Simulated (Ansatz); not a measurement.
# AlN (P6_3mc): a many-body input that goes wrong, and its mend

Aim: the G0W0 gap of AlN (P6_3mc). The first input has a fault.

Calculated with Ansatz 0.2.0; G0W0 on PBE, plane waves, PAW.

The database entry behind the starting cell differs from later determinations by our own check (inner coordinate u about 0.002 short), so it need not match the best structure at ambient conditions.

### 1. The starting structure

It takes space group P6_3mc (No. 186, hexagonal). Conventional cell: a = 3.113 Å, b = 3.113 Å, c = 4.981 Å, α = 90.00°, β = 90.00°, γ = 120.00°. Nearest to Al lie 4 N at 1.89 Å. Nearest to N lie 4 Al at 1.89 Å. Farther neighbours and most contacts between anions are not listed.

Structure file:

```cif
data_structure
_symmetry_space_group_name_H-M 'P 1'
_symmetry_Int_Tables_number 1
_cell_length_a 3.1130
_cell_length_b 3.1130
_cell_length_c 4.9810
_cell_angle_alpha 90.000
_cell_angle_beta 90.000
_cell_angle_gamma 120.000
_cell_volume 41.80
loop_
_atom_site_label
_atom_site_type_symbol
_atom_site_fract_x
_atom_site_fract_y
_atom_site_fract_z
_atom_site_occupancy
Al1 Al 0.33333 0.66667 0.00000 1
Al2 Al 0.66667 0.33333 0.50000 1
N3 N 0.33333 0.66667 0.38000 1
N4 N 0.66667 0.33333 0.88000 1
```

The cell and positions come from the Crystallography Open Database and are kept as given unless a step says otherwise. The default PAW set here is soft_2. Its files were made with PBE.

### 2. First try

Contents of input.yaml:

```yaml
crystal:
  lattice:
    - [3.113, 0.0, 0.0]
    - [-1.5565, 2.695937082, 0.0]
    - [0.0, 0.0, 4.981]
  atoms:
    - { symbol: Al, position: [0.3333333333, 0.6666666667, 0.0] }
    - { symbol: Al, position: [0.6666666667, 0.3333333333, 0.5] }
    - { symbol: "N", position: [0.3333333333, 0.6666666667, 0.38] }
    - { symbol: "N", position: [0.6666666667, 0.3333333333, 0.88] }
kpoints:
  mp_grid: { grid: [6, 6, 2] }
hamiltonian:
  xc: pbe
scf:
  occupations: { method: fixed }
  max_iter: 3
gw:
  n_empty_bands: 44
  ecut_chi: 60
  qp_bands: [v2, c2]
  qp_kpoints: band_edges
  screening: { model: contour_deformation }
```

Run with:

```
ansatz run input.yaml --threads 3 --pin off --max-ram 92160MiB --backend cuda --events-out ev --progress --plain --runs-dir out --devices 1 --max-vram 13GiB  # rebuilt from the run's record
```

Numbers of over 12 decimals in the logs are rounded to 6 here.

The log of the run:

```text
GPUs: using 1 of 1 available (devices: 1).
Engine: ansatz 0.2.0, x86_64-unknown-linux-gnu
Pseudopotentials: kind: paw
Pseudopotential: Al, paw, valence charge 3, recommended cutoff 420 eV (normal), Al.paw.azcp
Pseudopotential: N, paw, valence charge 5, recommended cutoff 420 eV (normal), N.paw.azcp
Functional definition: PBE
  parameter kappa = 0.804
  parameter beta = 0.066725
  exchange = pbe_x(kappa = kappa, mu = beta*pi^2/3)
  correlation = pbe_c(beta = beta)
device memory: the entry about to start is reckoned to put 0.8 GiB on a device that reports 34.9 GiB free (of which the cap on the GPU budget leaves the run 13.0 GiB)
GPU FFT provider: cuFFT
GPU libraries: cuBLAS 13.8.2, cuFFT 12.4.0, cuSOLVER 12.3.4
Crystal: 4 atoms, lattice volume = 41.803 Å³
Basis set: ecut = 420 eV, 809 PW (Γ)
Bands: 12, of which v1, the nominal top of the filled ones, is band 8 counted from 1 (7 counted from 0)
Symmetry: 12 space group operations
Space group: P63mc (ITA 186), of the structure as read, at distance tolerance 3.5e-5 Å
k-points: 14 of 72
Non-local potential: Al, projectors of the file, l = 0: 2, l = 1: 2, l = 2: 1
Non-local potential: N, projectors of the file, l = 0: 2, l = 1: 2, l = 2: 1
PAW form: soft (Blöchl's): semilocal exchange-correlation on the pseudo side does not see the compensation charge
PAW one-centre angular grid: Al, 110 points (default); XC on 64 Gauss nodes
PAW one-centre angular grid: N, 110 points (default); XC on 64 Gauss nodes
Initial density: superposition of atomic densities (neutral atoms: chi_scale 0, normalization atom), corrected by the library's trained network
Initial wavefunctions: pseudopotential atomic-orbital guess
GPU buffer pool allocated for 20736 grid points (all kernels)
GPU transforms: local potential and band sums: pruned to the plane-wave sphere, on 24×24×36
Functional: x = pbe(κ = 0.804, μ = 0.219515), c = pbe(β = 0.066725)
SCF iter   1: F=—  HF=-1848.496196 eV  |F-HF|=—  |Δ(HF+E_count)|=         —  Δρ=8.09e-4  dr2=1.28e-4  ethr=1.77e-3  ⟨swp⟩=5.5  Hψ=2031  notcnv=0
preconditioner: auto → none  [insulator: Δε(μ)=4.209 eV  Ē_g=13.125 eV  n_scr=2 (ndim 8)  ℏωp=23.0 eV  f_vac=0.000  ε∞_Penn≈4.1]
SCF iter   2: F=—  HF=-1848.496409 eV  |F-HF|=—  |Δ(HF+E_count)|=   2.13e-4  Δρ=4.27e-4  dr2=2.30e-5  ethr=7.97e-7  ⟨swp⟩=2.0  Hψ=909  notcnv=0
SCF iter   3: F=—  HF=-1848.496472 eV  |F-HF|=—  |Δ(HF+E_count)|=   6.33e-5  Δρ=1.86e-4  dr2=5.52e-6  ethr=1.44e-7  ⟨swp⟩=3.0  Hψ=735  notcnv=0
Error: did not converge after 3 iterations: dr2 = 5.52e-6 (threshold 1.00e-7), under the density mixer `msr1`, which `scf.mixing.algorithm: auto` chose by the deck's other keys (type `scf.mixing.algorithm: msr1` to keep it); at k-index 0, counted from 0 in this SCF's own list of k-points, the highest band that the last eigensolve's fill by count filled, 7.121436 eV, and the lowest that it left empty, 11.333771 eV, la [...]
```

Elapsed: 2.5 s, on 1 × NVIDIA H100 80GB HBM3 (shared by 6 runs) with 3 threads of AMD EPYC 7R13 (Zen 3), shared host; peak memory 0.84 GiB.

**Diagnosis.**

No converged result was reached; the numbers in the log don't describe the system.

The program's message: “Error: did not converge after 3 iterations: dr2 = 5.52e-6 (threshold 1.00e-7), under the density mixer `msr1`, which `scf.mixing.algorithm: auto` chose by the deck's other keys (type `scf.mixing.algor …”

The fault: too few SCF iterations. The ground state must converge before anything is built on it.

### 3. A better input

Now the one-shot GW correction: screening in the RPA, then the self-energy of the levels asked for.

Changes to input.yaml since step 2:

```diff
@@ -11,3 +11,3 @@
 kpoints:
-  mp_grid: { grid: [6, 6, 2] }
+  mp_grid: { grid: [6, 6, 4] }
 hamiltonian:
@@ -16,6 +16,5 @@
   occupations: { method: fixed }
-  max_iter: 3
 gw:
-  n_empty_bands: 44
-  ecut_chi: 60
+  n_empty_bands: 174
+  ecut_chi: 150
   qp_bands: [v2, c2]
```

The log of the run:

```text
GPUs: using 1 of 1 available (devices: 1).
[...]
GPU FFT provider: cuFFT
GPU libraries: cuBLAS 13.8.2, cuFFT 12.4.0, cuSOLVER 12.3.4
Crystal: 4 atoms, lattice volume = 41.803 Å³
Basis set: ecut = 420 eV, 809 PW (Γ)
Bands: 12, of which v1, the nominal top of the filled ones, is band 8 counted from 1 (7 counted from 0)
[... 1 set-up line as in the run before ...]
[...]
k-points: 21 of 144 (time reversal used)
[...]
GPU buffer pool allocated for 20736 grid points (all kernels)
[...]
SCF iter   1: F=—  HF=-1848.496222 eV  |F-HF|=—  |Δ(HF+E_count)|=         —  Δρ=8.06e-4  dr2=1.23e-4  ethr=1.77e-3  ⟨swp⟩=4.5  Hψ=1407  notcnv=0  defer=34
[...]
SCF iter   6: F=-1848.496645 eV  HF=-1848.496645 eV  |F-HF|=2.09e-11  |Δ(HF+E_count)|=   5.49e-9  Δρ=2.51e-7  dr2=1.37e-11  ethr=2.08e-11  ⟨swp⟩=3.9  Hψ=1354  notcnv=0
SCF 1 converged in 6 iterations: F = -1848.496645 eV  dr2 = 1.37e-11
[...]
0     7      6.9408   -21.7199     3.0870   -17.6741  0.7816     5.9735     5.9820  root
     0     8      7.1203   -21.7804     3.0372   -17.8147  0.7816     6.1839     6.1918  root
     0     9     11.3329    -9.7927    -3.9307   -14.4516  0.8164    12.0644    12.0610  root
     0    10     13.7887    -7.9298    -4.4446   -13.1978  0.8230    14.6174    14.6121  root
     1     7      6.8408   -21.7229     3.1203   -17.6303  0.7811     5.8597     5.8685  root
     1     8      6.8408   -21.7229     3.1203   -17.6303  0.7811     5.8597     5.8685  root
     1     9     12.2882   -10.1336    -4.0169   -14.9349  0.8101    13.0768    13.0725  root
     1    10     13.9058    -8.2242    -4.4771   -13.5428  0.8187    14.7529    14.7472  root
[...]
20     7      6.3424   -21.7357     3.2413   -17.4711  0.7785     5.3085     5.3191  root
    20     8      6.3424   -21.7357     3.2413   -17.4711  0.7785     5.3085     5.3191  root
    20     9     14.5526    -6.8562    -4.6242   -12.2093  0.8050    15.2867    15.2815  root
    20    10     14.5526    -6.8562    -4.6242   -12.2093  0.8050    15.2867    15.2815  root
[key lines of the parts left out:]
SCF converged after 6 iterations
Free energy (F): -1848.496645 eV
Fermi energy:    7.120255 eV
```

Elapsed: 17 s, on 1 × NVIDIA H100 80GB HBM3 (shared by 6 runs) with 3 threads; peak memory 1.2 GiB.

Numbers from this step:

| Item | Value |
| --- | --- |
| bands summed | 182 |
| RPA ε∞ on this mesh (eigenvalues) | 4.223, 4.223, 4.372 |
| plane waves in the screening matrix | 159 |
| q-points in the mesh | 144 |
| G0W0 gap on the mesh | 5.869 eV |
| k of the valence top | 0, 0, 0 |
| k of the conduction bottom | 0, 0, 0 |
| starting gap on the mesh | 4.213 eV |
| Z at the valence top | 0.7816 |
| Z at the conduction bottom | 0.8164 |
| least direct G0W0 gap on the computed points | 5.869 eV |

The gap on the mesh goes from 4.21 eV to 5.87 eV, a correction of +1.66 eV. Between the two edge states, bare exchange in place of the xc potential would open the gap by 8.62 eV, and correlation takes back 6.97 eV.

### 4. Summary of results

| Property | Result |
| --- | --- |
| first try | not converged after 2.5 s |
| better run | G0W0 gap on the mesh 5.87 eV (6×6×4 mesh, 174 empty bands, screening to 150 eV) |

In words: The second run differs in: mesh, empty bands, screening cutoff (eV) and iteration cap. Bands and cutoff are finite, so the gap is not at the basis limit. The miss can reach some tenths of an eV and take either sign; the mesh is an error of its own.

[Paths, hosts, dates, memory and timing lines, banners, echoed tables and standing remarks are left out of the program output.]

[Logs are printed without paths, hosts, clocks, repeated set-up lines and the standing remarks that a program may print on its own settings, such as how far it seeks lower states.]

[Runs of the session that timed out or met a known fault of the program may be left out.]

[Cells called generated may have been cut or substituted from an entry of the Crystallography Open Database or the Materials Project.]

[Hosts, paths, dates, database ids (printed as entryN), source tags and the programs' standing remarks are cut or masked in the printed files.]
